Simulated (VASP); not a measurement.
# Tl (Im-3m) in VASP: a series of runs

Runs on Tl. Level: LDA. Tasks: single point.

Program: VASP 6.6.1. These are calculated values, not measurements. Logs are shortened: lines on timing, memory, paths and dates and some standing lists are left out, and cuts for length are marked.

## (1) The crystal as given

Symmetry: Im-3m, No. 229, cubic system. Conventional cell: a = 3.792 Å, b = 3.792 Å, c = 3.792 Å, α = 90.00°, β = 90.00°, γ = 90.00°. Tl (site symmetry m-3m) is surrounded by 8 Tl at 3.28 Å.

This isn't the form of Tl at room conditions, which is hcp.

## (2) Single point, LDA

INCAR reads:

```
SYSTEM = Tl
ALGO     = Normal         ! electronic algorithm
EDIFF    = 1E-6           ! SCF threshold, eV
ENCUT    = 520            ! plane-wave cutoff, eV
GGA      = CA             ! functional
ISIF     = 2              ! what is computed and relaxed
ISMEAR   = -1             ! smearing method
LASPH    = .True.         ! aspherical terms in the spheres
LCHARG   = .True.         ! write CHGCAR
LELF     = .True.         ! ELF
LREAL    = .False.        ! projectors in reciprocal space
LVHAR    = .True.       
LWAVE    = .False.        ! write WAVECAR
NBANDS   = 12             ! bands
NELM     = 60             ! most SCF steps
PREC     = Accurate       ! precision mode
SIGMA    = 0.1            ! smearing width, eV
```

KPOINTS reads:

```
k-points
0
Gamma
  19 19 19
  0 0 0
```

POSCAR reads:

```
Tl
1.0
   -1.8962305924      1.8962305924      1.8962305924
    1.8962305924     -1.8962305924      1.8962305924
    1.8962305924      1.8962305924     -1.8962305924
Tl
1
Direct
    0.0000000000      0.0000000000      0.0000000000
```

Potentials or basis: VASP PAW LDA potentials, release 64 (Tl_d).

Started as:

```bash
> cat potpaw_LDA.64/Tl_d/POTCAR > POTCAR
> mpirun -np 1 vasp_std > vasp.out
```

OUTCAR:

```text
SYSTEM = Tl
   EDIFF = 1E-6
   ENCUT = 520
   GGA = CA
   ISIF = 2
   ISMEAR = -1
   LASPH = .True.
   LREAL = .False.
   NELM = 60
   PREC = Accurate

 ion  position               nearest neighbor table
   1  0.000  0.000  0.000-

  LATTYP: Found a body centered cubic cell.
 ALAT       =     3.7924611848

  Lattice vectors:

 A1 = (  -1.8962305924,   1.8962305924,   1.8962305924)
 A2 = (   1.8962305924,  -1.8962305924,   1.8962305924)
 A3 = (   1.8962305924,   1.8962305924,  -1.8962305924)

Analysis of symmetry for initial positions (statically):
=====================================================================
 Subroutine PRICEL returns:
 Original cell was already a primitive cell.

 Routine SETGRP: Setting up the symmetry group for a
 body centered cubic supercell.

 Subroutine GETGRP returns: Found 48 space group operations
 (whereof 48 operations were pure point group operations)
 out of a pool of 48 trial point group operations.

The static configuration has the point symmetry O_h .

Analysis of symmetry for dynamics (positions and initial velocities):
=====================================================================
 Subroutine PRICEL returns:
 Original cell was already a primitive cell.

 Routine SETGRP: Setting up the symmetry group for a
 body centered cubic supercell.

 Subroutine GETGRP returns: Found 48 space group operations
 (whereof 48 operations were pure point group operations)
 out of a pool of 48 trial point group operations.

The dynamic configuration has the point symmetry O_h .

 Subroutine INISYM returns: Found 48 space group operations
 (whereof 48 operations are pure point group operations),
 and found     1 'primitive' translations

----------------------------------------------------------------------------------------

                                     Primitive cell

  volume of cell :      27.2730

  direct lattice vectors                    reciprocal lattice vectors
    -1.896230592  1.896230592  1.896230592     0.000000000  0.263681011  0.263681011
     1.896230592 -1.896230592  1.896230592     0.263681011  0.000000000  0.263681011
     1.896230592  1.896230592 -1.896230592     0.263681011  0.263681011  0.000000000

  length of vectors
     3.284367729  3.284367729  3.284367729     0.372901262  0.372901262  0.372901262

  position of ions in fractional coordinates (direct lattice)
     0.000000000  0.000000000  0.000000000

  ion indices of the primitive-cell ions
   primitive index   ion index
                 1           1

----------------------------------------------------------------------------------------

 KPOINTS: k-points

Automatic generation of k-mesh.
 Grid dimensions read from file:
 generate k-points for:   19   19   19

 Generating k-lattice:

  Cartesian coordinates                     Fractional coordinates (reciprocal lattice)
     0.000000000  0.013877948  0.013877948     0.052631579  0.000000000  0.000000000
     0.013877948  0.000000000  0.013877948     0.000000000  0.052631579  0.000000000
     0.013877948  0.013877948  0.000000000     0.000000000  0.000000000  0.052631579

  Length of vectors
     0.019626382  0.019626382  0.019626382

  Shift w.r.t. Gamma in fractional coordinates (k-lattice)
     0.000000000  0.000000000  0.000000000

 Subroutine IBZKPT returns following result:
 ===========================================

 Found    220 irreducible k-points:

 Following reciprocal coordinates:
            Coordinates               Weight
  0.000000  0.000000  0.000000      1.000000
  0.052632  0.000000  0.000000     12.000000
  0.105263  0.000000  0.000000     12.000000
  0.157895  0.000000  0.000000     12.000000
  0.210526  0.000000  0.000000     12.000000
  0.263158  0.000000  0.000000     12.000000
[... 16 lines left out ...]
  0.263158  0.105263 -0.000000     48.000000
  0.315789  0.105263 -0.000000     48.000000
 [... further k-points ...]
   k-points           NKPTS =    220   k-points in BZ     NKDIM =    220   number of bands    NBANDS=     12
   number of dos      NEDOS =    301   number of ions     NIONS =      1
   total plane-waves  NPLWV =  13824
   dimension x,y,z NGX =    24 NGY =   24 NGZ =   24
   dimension x,y,z NGXF=    48 NGYF=   48 NGZF=   48
   ions per type =               1
   NGX,Y,Z   is equivalent  to a cutoff of  12.15, 12.15, 12.15 a.u.
   NGXF,Y,Z  is equivalent  to a cutoff of  24.30, 24.30, 24.30 a.u.
 SYSTEM =  Tl
   PREC   = accura    normal or accurate (medium, high low for compatibility)
   ISTART =      0    job   : 0-new  1-cont  2-samecut
   ICHARG =      2    charge: 1-file 2-atom 10-const
   ISPIN  =      1    spin polarized calculation?
   LNONCOLLINEAR =      F non collinear calculations
   LSORBIT =      F    spin-orbit coupling
   LASPH  =      T    aspherical Exc in radial PAW
   ENCUT  =  520.0 eV  38.22 Ry    6.18 a.u.   6.11  6.11  6.11*2*pi/ulx,y,z
   NELM   =     60;   NELMIN=  2; NELMDL= -5     # of ELM steps
   EDIFF  = 0.1E-05   stopping-criterion for ELM
   LREAL  =      F    real-space projection
   EDIFFG = 0.1E-04   stopping-criterion for IOM
   NSW    =      0    number of steps for IOM
   IBRION =     -1    ionic relax: 0-MD 1-quasi-New 2-CG
   NFREE  =      0    steps in history (QN), initial steepest desc. (CG)
   ISIF   =      2    stress and relaxation
   ISYM   =      2    0-nonsym 1-usesym 2-fastsym
   POTIM  = 0.5000    time-step for ionic-motion
   TEBEG  =    0.0;   TEEND  =   0.0 temperature during run
   PSTRESS=    0.0 pullay stress
   NELECT =      13.0000    total number of electrons
   NUPDOWN=      -1.0000    fix difference up-down
   EMIN   =  10.00;   EMAX   =-10.00  energy-range for DOS
   EFERMI =   0.00;   METHOD = LEGACY
   ISMEAR =    -1;   SIGMA  =   0.10  broadening in eV -4-tet -1-fermi 0-gaus
   EFERMI_NEDOS =   21; number of points for ismear=-14 and -15
   IALGO  =     38    algorithm
   IMIX   =      4    mixing-type and parameters
     AMIX     =   0.40;   BMIX     =  1.00
     AMIX_MAG =   1.60;   BMIX_MAG =  1.00
  volume/ion in A,a.u.               =      27.27       184.05
  Fermi-wavevector in a.u.,A,eV,Ry     =   1.278826  2.416631 22.250914  1.635396
  Thomas-Fermi vector in A             =   2.411347
   LORBIT       =      0    0 simple, 1 ext, 2 COOP (PROOUT), +10 PAW based schemes
   GGA     = CA    functional components
   LHFCALC =     F    Hartree Fock is set to
   AEXX    =    0.0000 exact exchange contribution
   IVDW    =     0    specifies the selected vdW correction
   LEPSILON=     F    determine dielectric tensor
   LRPA    =     F    only Hartree local field effects (RPA)
 non-spin polarized calculation
  energy-cutoff  :      520.00
  volume of cell :       27.27
 maximum number of plane-waves:       746
   NGX = 13   NGY = 13   NGZ = 13

 number of electron      12.9999998 magnetization

 Free energy of the ion-electron system (eV)
  ---------------------------------------------------
  ext. energy  EPLUGINS =         0.00000000
  ---------------------------------------------------
  free energy    TOTEN  =        -2.93782445 eV

  energy without entropy =       -2.92288293  energy(sigma->0) =       -2.93035369

 E-fermi :   6.8039     XC(G=0): -10.7430

 val. band max:        6.7555844433   @ k =   0.3158   0.0526   0.0526
 cond. band min:       6.8080093654   @ k =  -0.3684   0.4737   0.2105
 fundamental gap:      0.0524249221
 Fermi energy:         6.8039106059

 k-point     1 :       0.0000    0.0000    0.0000
  band No.  band energies     occupation
      1      -4.8979      2.00000
      2      -4.8979      2.00000
      3      -4.8979      2.00000
      4      -4.4067      2.00000
      5      -4.4067      2.00000
      6      -3.5922      2.00000
      7      18.0905      0.00000
      8      18.0905      0.00000
      9      18.0905      0.00000
     10      19.2676      0.00000
     11      19.2676      0.00000
     12      19.2676      0.00000

 k-point     2 :       0.0526    0.0000    0.0000
  band No.  band energies     occupation
      1      -4.9038      2.00000
      2      -4.8938      2.00000
      3      -4.8778      2.00000
      4      -4.4132      2.00000
      5      -4.4068      2.00000
      6      -3.5266      2.00000
      7      17.3414      0.00000
      8      17.8301      0.00000
      9      17.9256      0.00000
     10      19.0292      0.00000
     11      19.2311      0.00000
     12      19.2469      0.00000

 k-point     3 :       0.1053    0.0000    0.0000
  band No.  band energies     occupation
      1      -4.9207      2.00000
      2      -4.8860      2.00000
      3      -4.8191      2.00000
      4      -4.4313      2.00000
      5      -4.4069      2.00000
      6      -3.3259      2.00000
      7      15.6750      0.00000
      8      17.1780      0.00000
      9      17.4336      0.00000
     10      18.6788      0.00000
     11      19.1343      0.00000
     12      19.3569      0.00000
[... 286 lines left out ...]
 k-point    23 :       0.2632    0.1053   -0.0000
  band No.  band energies     occupation
      1      -5.0320      2.00000
      2      -4.9421      2.00000
      3      -4.4859      2.00000
      4      -4.4312      2.00000
      5      -4.3574      2.00000
      6      -0.8991      2.00000
      7       8.3771      0.00000
      8      12.4668      0.00000
      9      14.4951      0.00000
     10      18.4550      0.00000
     11      20.2297      0.00000
     12      20.7279      0.00000

 k-point    24 :       0.3158    0.1053   -0.0000
  band No.  band energies     occupation
      1      -5.0597      2.00000
      2      -4.9812      2.00000
      3      -4.4722      2.00000
      4      -4.4218      2.00000
      5      -4.2627      2.00000
      6      -0.0284      2.00000
      7       6.8125      0.95713
      8      11.9639      0.00000
      9      14.0965      0.00000
     10      18.3156      0.00000
     11      20.1026      0.00000
     12      21.4040      0.00000

 [... further k-points ...]
[... 5 lines left out ...]
  --------------------------------------------------------------------------------------
  -------------------------------------------------------------------------------------
  Total        0.0108440      0.0108440      0.0108440      0.0000000      0.0000000      0.0000000
  in kB        0.6370410      0.6370410      0.6370410      0.0000000      0.0000000      0.0000000
  external PRESSURE =       0.6370410 kB  Pullay stress =       0.0000000 kB

 VOLUME and BASIS-vectors are now :
 -----------------------------------------------------------------------------
  energy-cutoff  :      520.00
  volume of cell :       27.27
      direct lattice vectors                 reciprocal lattice vectors
    -1.896230592  1.896230592  1.896230592     0.000000000  0.263681011  0.263681011
     1.896230592 -1.896230592  1.896230592     0.263681011  0.000000000  0.263681011
     1.896230592  1.896230592 -1.896230592     0.263681011  0.263681011  0.000000000

 POSITION                                       TOTAL-FORCE (eV/Angst)
 -----------------------------------------------------------------------------------
      0.00000      0.00000      0.00000         0.000000     -0.000000      0.000000
 -----------------------------------------------------------------------------------
    total drift:                                0.000000      0.000000     -0.000000

  FREE ENERGIE OF THE ION-ELECTRON SYSTEM (eV)
  ---------------------------------------------------
  free  energy   TOTEN  =        -2.9378244451 eV

  energy  without entropy=       -2.9228829255  energy(sigma->0) =       -2.93035369
```

Run time: 11 s. Hardware: 1 thread of Intel Xeon 6975P-C (Granite Rapids), shared host; peak memory 0.18 GiB.

Results:

```yaml
Free_energy: -2.9378 eV
Pressure: 0.1 GPa
Band_gap_on_the_k_mesh: none (metal or under the smearing width)
```

Levels at points of the mesh, in eV from the Fermi level:
| k point | band 2 | band 3 | band 4 | band 5 | band 6 | band 7 | band 8 | band 9 | band 10 | band 11 |
| --- | --- | --- | --- | --- | --- | --- | --- | --- | --- | --- |
| (0.00, 0.00, 0.00) | -11.70 | -11.70 | -11.21 | -11.21 | -10.40 | 11.29 | 11.29 | 11.29 | 12.46 | 12.46 |

Spin-orbit coupling is left out, which matters for the levels of Tl.

## (3) Single point, LDA

This run uses another cell than the first one, of 25.09 Å³/atom, 0.920 times its volume.

INCAR reads:

```
SYSTEM = Tl
ALGO = Normal
EDIFF = 1E-7
ENCUT = 520
ISIF = 2
ISMEAR = -1
LASPH = .True.
LCHARG = .True.
LELF = .True.
LREAL = .False.
LVHAR = .True.
LWAVE = .False.
NBANDS = 12
NELM = 80
PREC = Accurate
SIGMA = 0.1
```

KPOINTS reads:

```
k-points
0
Gamma
  13 13 13
  0 0 0
```

POSCAR reads:

```
Tl
1.0
   -1.8442526861      1.8442526861      1.8442526861
    1.8442526861     -1.8442526861      1.8442526861
    1.8442526861      1.8442526861     -1.8442526861
Tl
1
Direct
    0.0000000000      0.0000000000      0.0000000000
```

Potentials or basis: VASP PAW LDA potentials, release 64 (Tl_d).

Started as:

```bash
> cat potpaw_LDA.64/Tl_d/POTCAR > POTCAR
> mpirun -np 1 vasp_std > vasp.out
```

Run time: 5.3 s. Hardware: 1 thread of Intel Xeon 6975P-C (Granite Rapids), shared host; peak memory 0.14 GiB.

The run converged. Its results:

```
Free energy            : -2.9058 eV
Pressure               : 4.6 GPa
Band gap on the k mesh : none (metal or under the smearing width)
```

Levels at points of the mesh, in eV from the Fermi level:
| k point | band 4 | band 5 | band 6 | band 7 | band 8 | band 9 |
| --- | --- | --- | --- | --- | --- | --- |
| (0.00, 0.00, 0.00) | -11.25 | -11.25 | -11.01 | 12.28 | 12.28 | 12.28 |

The run has no spin-orbit coupling, so splittings on Tl are missing.

[end of part 1 of 2]
